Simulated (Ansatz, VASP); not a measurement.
# Two plane-wave programs on Be

```
Be
1.0
     2.29950    0.00000    0.00000
    -1.14975    1.99143    0.00000
     0.00000    0.00000    3.60090
Be
2
Direct
  0.18269 0.36538 0.25000
  0.66667 0.33333 0.75000
```

Alike in both runs: task single point; functional PBE; k mesh 24 × 24 × 14; occupations gaussian, width 0.15 eV; no spin polarisation.

```csv
,VASP,Ansatz
version,VASP 6.6.1,Ansatz 0.2.0
potentials or method,"VASP PAW PBE potentials, release 64 (Be)","scalar-relativistic, plane waves, PAW"
plane-wave cutoff (eV),520,420
valence electrons in the cell,4,4
```

|  | VASP | Ansatz | Ansatz less VASP |
| --- | --- | --- | --- |
| gap on the k mesh at the Fermi level (eV) | none | none | - |
| pressure (GPa) | -1.3 | -1.4 | -0.13 |
| largest component of the traceless stress (GPa) | 11.35 | 11.27 | -0.084 |
| rms of the force components (eV/Å) | 0.109 | 0.109 | -0.0001 |

Atom by atom the forces differ by 0.000 eV/Å (rms over components). A gap of «none» marks a metal or a gap that the smearing closes.
